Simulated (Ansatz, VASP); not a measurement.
# Cross-check of GaP between VASP and Ansatz

One calculation is typed for both programs; each brings its own data sets and cutoff. How far apart do they land? The cell is taken from a series of VASP runs on this material, whose earlier steps may have relaxed, scaled or displaced it; both programs get it as it stands. Other levels of theory on this material are compared in a session of their own.

Method: plane waves, with VASP 6.6.1 beside it; band structure at r2SCAN with rVV10, spin-orbit coupling, in Ansatz 0.2.0.

### 1. Set-up

It takes space group F-43m (No. 216, cubic). The conventional cell has a = 5.429 Å, b = 5.429 Å, c = 5.429 Å, α = 90.00°, β = 90.00°, γ = 90.00°. Nearest to Ga lie 4 P at 2.35 Å. Nearest to P lie 4 Ga at 2.35 Å. Farther neighbours are not listed.

### 2. Ansatz: band structure, r2SCAN with rVV10, spin-orbit coupling

Ansatz runs on its fully relativistic PAW (standard-fr) files.

The same path points are solved in both programs, so levels can be compared one by one.

File input.yaml:

```yaml
crystal:
  lattice:
    - [0.0, 2.7146945537, 2.7146945537]
    - [2.7146945537, 0.0, 2.7146945537]
    - [2.7146945537, 2.7146945537, 0.0]
  atoms:
    - { symbol: Ga, position: [0.0, 0.0, 0.0] }
    - { symbol: P, position: [0.25, 0.25, 0.25] }
hamiltonian:
  xc: r2scan
  pseudopotentials: { kind: paw_fr }
  dispersion: rvv10
magnetization:
  noncollinear: true
  spin_orbit: true
kpoints:
  mp_grid: { grid: [6, 6, 6] }
  band_path:
    path:
      - [0.0, 0.0, 0.0]
      - [0.16667, 0.0, 0.16667]
      - [0.33333, 0.0, 0.33333]
      - [0.43333, 0.0, 0.43333]
      - [0.5, 0.0, 0.5]
      - [0.5, 0.08333, 0.58333]
      - [0.5, 0.18333, 0.68333]
      - [0.5, 0.25, 0.75]
      - [0.45, 0.3, 0.75]
      - [0.40833, 0.34167, 0.75]
      - [0.35, 0.35, 0.7]
      - [0.225, 0.225, 0.45]
      - [0.075, 0.075, 0.15]
      - [0.03333, 0.03333, 0.03333]
      - [0.23333, 0.23333, 0.23333]
      - [0.4, 0.4, 0.4]
      - [0.51667, 0.46667, 0.51667]
      - [0.55833, 0.38333, 0.55833]
      - [0.60833, 0.28333, 0.60833]
      - [0.60833, 0.25, 0.64167]
      - [0.55833, 0.25, 0.69167]
      - [0.51667, 0.25, 0.73333]
      - [0.5, 0.3, 0.7]
      - [0.5, 0.38333, 0.61667]
      - [0.5, 0.48333, 0.51667]
      - [0.475, 0.475, 0.55]
      - [0.425, 0.425, 0.65]
      - [0.38333, 0.38333, 0.73333]
      - [0.59167, 0.18333, 0.59167]
      - [0.55, 0.1, 0.55]
      - [0.5, 0.0, 0.5]
    npoints: 1
scf:
  occupations: { method: gaussian, width: 0.05 }
  n_extra_bands: 14
output:
  forces: true
  stress: true
  eigenvalues: true
```

Run with:

```bash
ansatz run input.yaml --threads 2 --pin off --max-ram 4608MiB --backend cpu --events-out ev --progress --plain --runs-dir out
```

Numbers of over 12 decimals in the logs are rounded to 6 here.

Log:

```text
scf.n_extra_bands = 14 over 18 filled bands (N_el = 18.0): the run solves 32 bands
Engine: ansatz 0.2.0, aarch64-unknown-linux-gnu
Pseudopotentials: kind: paw_fr
Pseudopotential: Ga, paw_fr, valence charge 13, recommended cutoff 500 eV (meta_gga), Ga.paw.azcp#standard-fr
Pseudopotential: P, paw_fr, valence charge 5, recommended cutoff 500 eV (meta_gga), P.paw.azcp#standard-fr
Functional definition: r2SCAN+rVV10
  parameter k0 = 0.174
  parameter k1 = 0.065
  parameter a1 = 4.9479
  exchange = r2scan_x(k0 = k0, k1 = k1, a1 = a1)
  correlation = r2scan_c + rvv10(11.95, 0.0093)
non-collinear run that drives no moment, with spin-orbit: no starting moment large enough to seed its density (crystal.atoms[].spin), no starting occupations that ask for one, no magnetisation constraint and no magnetic field, so the semilocal B_xc is pinned to zero
Crystal: 2 atoms, lattice volume = 40.012 Å³
Basis set: ecut = 500 eV, 965 PW (Γ), exchange–correlation on 128×128×128 points (64 copies of the dense FFT grid, shifted against one another)
Bands: 32, of which v1, the nominal top of the filled ones, is band 18 counted from 1 (17 counted from 0)
Symmetry: 24 space group operations + 24 with time reversal
Magnetic group: BNS 216.75 (UNI 1577), of the structure as read, at distance tolerance 3.4e-5 Å
k-points: 16 of 216 (time reversal used)
Projection manifold: j_resolved (fully-relativistic pseudo-atomic orbitals)
Non-local potential: Ga, projectors of the file, l = 0: 2, l = 1: 4, l = 2: 6, l = 3: 2
Non-local potential: P, projectors of the file, l = 0: 2, l = 1: 4, l = 2: 4
PAW form: soft (Blöchl's): semilocal exchange-correlation on the pseudo side does not see the compensation charge
rVV10 density: all electrons in the spheres
PAW frozen core: Ga, regenerated for the run's functional (the file was generated under x = pbe(κ = 0.804, μ = 0.219515), c = pbe(β = 0.066725))
PAW frozen core: P, regenerated for the run's functional (the file was generated under x = pbe(κ = 0.804, μ = 0.219515), c = pbe(β = 0.066725))
PAW one-centre angular grid: Ga, 590 points (default); XC on 224 Gauss nodes
PAW one-centre angular grid: P, 302 points (default); XC on 160 Gauss nodes
Initial density: superposition of atomic densities (chi_scale 0.1, normalization cell, long waves kept (reshape's long-wave potential 0.00 eV rms))
Initial wavefunctions: pseudopotential atomic-orbital guess
Functional: x = r2scan, c = r2scan + rvv10(b = 11.95, C = 0.0093); τ floored in thin density (d = 2e-4 eV/Å³)
SCF iter   1: F=—  HF=-4546.086361 eV  |F-HF|=—  |Δ(HF+E_count)|=         —  Δρ=4.46e-2  dr2=6.21e-1  dr2_τ=3.21e-3  dr2_m=0.00e0 (ungated)  ethr=3.10e-3  |M|=0.00e0 ∫|m|=0.00e0 μB  |m|>n=0.0e0 m-floor=0.0e0 τ_xc=0.0e0  β_m=0.30  ⟨swp⟩=8.3  Hψ=3437  notcnv=0  defer=24
preconditioner: auto → none  [insulator: Δε(μ)=2.105 eV  Ē_g=18.916 eV  σ=0.050 eV  W_gap=1.00  n_scr=14 (ndim 8)  ℏωp=24.9 eV  f_vac=0.000  D(μ)=0.00/eV (n_scr^D=0)  ε∞_Penn≈2.7]
SCF iter   2: F=—  HF=-4546.057828 eV  |F-HF|=—  |Δ(HF+E_count)|=   2.85e-2  Δρ=2.98e-2  dr2=2.31e-1  dr2_τ=3.10e-4  dr2_m=0.00e0 (ungated)  ethr=3.10e-3  |M|=0.00e0 ∫|m|=0.00e0 μB  |m|>n=0.0e0 m-floor=0.0e0 τ_xc=0.0e0  β_m=0.52  ⟨swp⟩=2.0  Hψ=740  notcnv=0  defer=124
SCF iter   3: F=—  HF=-4546.071279 eV  |F-HF|=—  |Δ(HF+E_count)|=   1.35e-2  Δρ=5.95e-3  dr2=6.85e-3  dr2_τ=5.65e-5  dr2_m=0.00e0 (ungated)  ethr=1.28e-3  |M|=0.00e0 ∫|m|=0.00e0 μB  |m|>n=0.0e0 m-floor=0.0e0 τ_xc=0.0e0  β_m=0.61  ⟨swp⟩=2.8  Hψ=592  notcnv=0  defer=124
SCF iter   4: F=—  HF=-4546.072912 eV  |F-HF|=—  |Δ(HF+E_count)|=   1.63e-3  Δρ=4.84e-4  dr2=8.09e-5  dr2_τ=4.95e-7  dr2_m=0.00e0 (ungated)  ethr=3.80e-5  |M|=0.00e0 ∫|m|=0.00e0 μB  |m|>n=0.0e0 m-floor=0.0e0 τ_xc=0.0e0  β_m=0.59  ⟨swp⟩=2.2  Hψ=637  notcnv=0  defer=124
SCF iter   5: F=—  HF=-4546.072880 eV  |F-HF|=—  |Δ(HF+E_count)|=   3.17e-5  Δρ=3.32e-4  dr2=1.80e-5  dr2_τ=1.62e-7  dr2_m=0.00e0 (ungated)  ethr=4.50e-7  |M|=0.00e0 ∫|m|=0.00e0 μB  |m|>n=0.0e0 m-floor=0.0e0 τ_xc=0.0e0  β_m=0.65  ⟨swp⟩=2.0  Hψ=794  notcnv=0  defer=124
SCF iter   6: F=—  HF=-4546.072887 eV  |F-HF|=—  |Δ(HF+E_count)|=   7.15e-6  Δρ=9.31e-5  dr2=1.31e-6  dr2_τ=6.61e-9  dr2_m=0.00e0 (ungated)  ethr=1.00e-7  |M|=0.00e0 ∫|m|=0.00e0 μB  |m|>n=0.0e0 m-floor=0.0e0 τ_xc=0.0e0  β_m=0.82  ⟨swp⟩=2.9  Hψ=652  notcnv=0  defer=124
SCF iter   7: F=-4546.072888 eV  HF=-4546.072888 eV  |F-HF|=6.44e-9  |Δ(HF+E_count)|=   2.79e-7  Δρ=9.12e-6  dr2=1.52e-8  dr2_τ=1.23e-10  dr2_m=0.00e0 (ungated)  ethr=5.56e-10  |M|=0.00e0 ∫|m|=0.00e0 μB  |m|>n=0.0e0 m-floor=0.0e0 τ_xc=0.0e0  ⟨swp⟩=11.8  Hψ=3115  notcnv=0
SCF 1 converged in 7 iterations: F = -4546.072888 eV  dr2 = 1.52e-8
  greatest PAW one-centre occupation: 0.993 electrons in one spin orbital (limit 2), on the Ga atom at site 0 (counted from 0), in its partial waves of l = 2
NSCF: frozen V_eff on 31 k-points
SCF converged after 7 iterations
Magnetization: |M| = 0.0000 μB,  M = (+0.0000, +0.0000, +0.0000) μB
Absolute magnetization: 0.0000 μB (∫|m|)
  site 0: m = (+0.0000, +0.0000, +0.0000) μB, |m| = 0.0000 μB  (R = 0.97 Å)
  site 1: m = (+0.0000, +0.0000, +0.0000) μB, |m| = 0.0000 μB  (R = 0.97 Å)
Free energy (F): -4546.072888 eV
Harris-Foulkes:  -4546.072888 eV  (|F-HF|=6.44e-9)
Internal energy: -4546.072888 eV  (E = F + TS)
E sigma→0 (E₀):  -4546.072888 eV
Fermi energy:    7.971804 eV
--- Per-component energies (eV) ---
  E_band       = -65.455006
  E_kinetic    = 185.787774
  E_local      = -2194.333236  (includes V_loc(G=0)·N_el)
  E_nonlocal   = 460.457811
  E_hartree    = 1017.134817
  E_xc         = -119.463590
  E_vxc        = -124.688425  (∫ρ·V_xc dr)
  E_paw        = -2577.177660  (= ΣΔE_a)
  E_vpaw       = -432.960747  (= ΣTr[D̂ρ^β])
  E_aug_tail   = -0.000013  (compensation charges beyond the density's cutoff)
  E_vtau       = 6.018628  (kinetic-family band-sum trace: ∫τ·v_τ [+ j·A + Jᵃ·Aᵃ] dr)
  E_ewald      = -1317.748853
  E_core_change = -0.729939  (= ΣΔE_core)
  E_smearing   = -0.000000  (= −TS)
  E_closure    = 0.000000  (closes the sum)
  Σ components = -4546.072888   (vs F -4546.072888, Δ=0.00e0)
--- Forces (eV/Å), atoms counted from 1 ---
  atom   1  Ga     0.00000000     0.00000000    -0.00000000
  atom   2  P     -0.00000000     0.00000000     0.00000000
  max |Σ_I F_I| component: 2.04e-16 eV/Å
--- Stress (GPa, compression-positive) ---
        0.354488       0.000000      -0.000000
        0.000000       0.354488       0.000000
       -0.000000       0.000000       0.354488
  P = ⅓ Tr σ = 0.3545 GPa (3.545 kbar)
--- Band table (eV; the first three rows and the last of 16) ---
  k-point 0: bands = [... 14 lower, 7.0727, 7.0727, 7.0727, 7.0727, 9.4930, 9.4930, 11.0879, 11.0879, ... 10 higher]
  k-point 1: bands = [... 14 lower, 6.6208, 6.6208, 6.6783, 6.6827, 9.9062, 9.9062, 11.7287, 11.7287, ... 10 higher]
  k-point 2: bands = [... 14 lower, 6.0464, 6.0464, 6.1102, 6.1140, 9.3360, 9.3360, 12.1277, 12.1277, ... 10 higher]
  k-point 15: bands = [... 14 lower, 3.4578, 3.4735, 3.5675, 3.6114, 10.7660, 10.7909, 11.0180, 11.0298, ... 10 higher]
```

The job ended after 28 s (2 threads of Arm Neoverse N1, shared host; peak memory 0.57 GiB).

In the SCF lines HF is the Harris–Foulkes energy and dr2 the Hartree energy of the density residual, in eV; the loop may stop once dr2 is under the threshold and the program's other checks hold. Hψ counts applications of the Hamiltonian.

[end of part 1 of 2]

[Lines on the potential files, build, host, timing and source positions are cut from VASP's logs without a mark.]

[Logs are printed without paths, hosts, clocks, repeated set-up lines and the standing remarks that a program may print on its own settings, such as how far it seeks lower states.]

[Hosts, paths, dates, database ids (printed as entryN), source tags and the programs' standing remarks are cut or masked in the printed files.]
